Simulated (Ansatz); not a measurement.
Crystal: NaH.

```
Na H
1.0
     0.00000    2.44000    2.44000
     2.44000    0.00000    2.44000
     2.44000    2.44000    0.00000
Na H
1 1
Direct
  0.00000 0.00000 0.00000
  0.50000 0.50000 0.50000
```

Program: Ansatz 0.2.0. Alike in all runs: task single point; potentials or basis all-electron PAW datasets made for the crystal; no spin polarisation; cell as given; k mesh 6 × 6 × 6; smearing fermi-dirac 0.05 eV.

Order these runs on this cell by their band gap on the k mesh, lowest first.
A. level PBE0; cutoff (eV) 180
B. level PBEsol; cutoff (eV) 160
C. level HSE06; cutoff (eV) 180

B (3.57 eV), C (4.79 eV), A (5.51 eV).

A k mesh can miss the band edges.
